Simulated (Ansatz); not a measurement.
Space group Fm-3m (No. 225). a = 6.345 Å, b = 6.345 Å, c = 6.345 Å, α = 90.00°, β = 90.00°, γ = 90.00°
```
atom site symmetry x y z
  Ba    4a m-3m  0.0000  0.0000  0.0000
```

Equation of state of this Ba structure (not necessarily the ground state), with shape and atoms relaxed at each volume where symmetry leaves them free. It has no gap at any of these volumes. Computed with DFT PBE, scalar-relativistic, plane waves, PAW (Ansatz).

Plane waves to 420 eV, a k mesh through Γ of 12×12×12 on the computed 1-atom cell and Gaussian smearing (0.10 eV); no spin polarisation.

| V (Å³/atom) | E − E(largest V) (meV/atom) | P (GPa) |
| --- | --- | --- |
| 56.189 | 14.50 | 1.24 |
| 58.104 | 1.68 | 0.90 |
| 60.020 | -7.39 | 0.59 |
| 61.935 | -12.82 | 0.29 |
| 63.851 | -14.69 | 0.02 |
| 65.766 | -13.31 | -0.22 |
| 67.682 | -9.16 | -0.43 |
| 70.236 | 0.00 | -0.68 |

Q: Fit a third-order Birch–Murnaghan equation to E(V).

A: V0 = 64.02 Å³/atom, B0 = 9 GPa, B0' = 2.1.

Spin-orbit coupling is left out, which matters for the bands of heavy elements.

This fcc form isn't the element's structure at ambient conditions.